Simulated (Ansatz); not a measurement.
**Zr: one input, then a changed one**

The cell is COD entry 9008523, as deposited and not checked against the literature; nothing was relaxed. The listed cell was then made from it by scaling, straining or moving an atom.

First run: DFT, PBE, PAW with Ansatz's default frozen-core files, scalar-relativistic (Ansatz 0.2.0).

Command: `ansatz run input.yaml --threads 1 --pin off --max-ram 2048MiB --backend cpu --events-out ev --progress --plain --runs-dir out` The run took 2.3 s on 1 thread of Intel(R) Xeon(R) 6975P-C (Granite Rapids), on a shared host.

```yaml
crystal:
  lattice:
    - [3.2953868297, 0.0, 0.0]
    - [-1.6476934148, 2.8538887098, 0.0]
    - [0.0, 0.0, 5.247947197]
  atoms:
    - { symbol: Zr, position: [0.3333333333, 0.6666666667, 0.25] }
    - { symbol: Zr, position: [0.6666666667, 0.3333333333, 0.75] }
kpoints:
  mp_grid: { grid: [13, 13, 7] }
scf:
  occupations: { method: fermi_dirac, width: 0.03 }
hamiltonian:
  xc: pbe
  pseudopotentials: { kind: paw }
output:
  forces: true
  stress: true
  eigenvalues: true
  efg: { contact_densities: true }
```

Result: converged; pressure -4.57 GPa; no gap on the k mesh; 6 SCF iterations.

The input is then changed:

```diff
@@ -12,5 +12,5 @@
   occupations: { method: fermi_dirac, width: 0.03 }
 hamiltonian:
-  xc: pbe
+  xc: rpbe
   pseudopotentials: { kind: paw }
 output:
@@ -19,3 +19,5 @@
   eigenvalues: true
   efg: { contact_densities: true }
+basis:
+  ecutrho_ratio: 12
```

(1) What does the second run give?

## Answers

(1) It converged; pressure -2.49 GPa; no gap on the k mesh; 6 SCF iterations.
